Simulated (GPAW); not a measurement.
**Al2O3 in GPAW: the effect of volume scale**

Al2O3:

```
Al O
1.0
     4.61378    0.00000    0.00000
     0.00000    9.56328    0.00000
     0.00000    0.00000    3.11986
Al O
4 6
Direct
  0.98298 0.82457 0.00000
  0.01702 0.17543 0.00000
  0.48297 0.67543 0.50000
  0.51702 0.32457 0.50000
  0.50000 0.50000 0.50000
  0.12363 0.75305 0.50000
  0.37637 0.25305 0.00000
  0.62364 0.74695 0.00000
  0.00000 0.00000 0.00000
  0.87636 0.24695 0.50000
```

Measurements of this composition are mostly on another form, of space group No. 167.

Alike in all runs:

```yaml
Program: GPAW 26.7.0
Task: dielectric tensor
Functional: LDA
Potentials_or_basis: the program's PAW data sets (release 1.2.1) made for this functional
Cutoff: 600 eV
Basis: pw
k_mesh: 4 × 2 × 6
Occupations: fermi-dirac, width 0.001 eV
Spin: no spin polarisation
```

| volume scale | gap on the mesh (eV) | dielectric constant (mean) |
| --- | --- | --- |
| 1 | 3.40 | 2.57 |
| 1.02 | 3.27 | 2.58 |
| 1.04 | 3.14 | 2.59 |
| 1.06 | ? | ? |

**Question.** What does the run with volume scale 1.06 give?

**Answer.** gap on the mesh 3.02 eV; dielectric constant 2.61 mean.

Worked out: A straight line through the other rows of the gap on the mesh, of slope -6.5 eV per unit of volume scale, extrapolates to 3.01 eV, against the run's 3.02. A straight line through the other rows of the dielectric constant, of slope 0.5  per unit of volume scale, extrapolates to 2.60 , against the run's 2.61.

Caveats: all runs use coarse meshes; the long-wavelength limit can be off by a per cent or two; an odd mesh through Γ misses points on the zone boundary, where band edges often lie.

Runs at the PBE level aren't shown here.
